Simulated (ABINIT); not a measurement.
Al:

```
Al
1.0
     2.81246    0.00000    0.00000
    -1.40623    2.43566    0.00000
     0.00000    0.00000    4.86685
Al
2
Direct
  0.33333 0.66667 0.25000
  0.66667 0.33333 0.75000
```

This isn't the form of Al at room conditions, which is fcc.

Base run:

| Item | Value |
| --- | --- |
| Program | ABINIT 10.8.3 (patched build) |
| Functional | PBEsol |
| Potentials or basis | JTH PAW PBE v2.0 |
| Cutoff | 490 eV |
| k mesh | 11 × 11 × 6 |
| Occupations | fermi-dirac, width 0.05 eV |
| Spin | no spin polarisation |

Its results: band gap on the k mesh none (metal or under the smearing width); pressure -1.1 GPa.

**Question.** The run is repeated on the same cell with these changes: functional from PBEsol to LDA. What comes out?

**Answer.** Band gap on the k mesh none (metal or under the smearing width); pressure -2.2 GPa.

LDA binds more tightly than PBEsol, so the same cell stands under less pressure.

Caveats: the PAW data sets were made with another functional, which shifts forces and pressure a little.
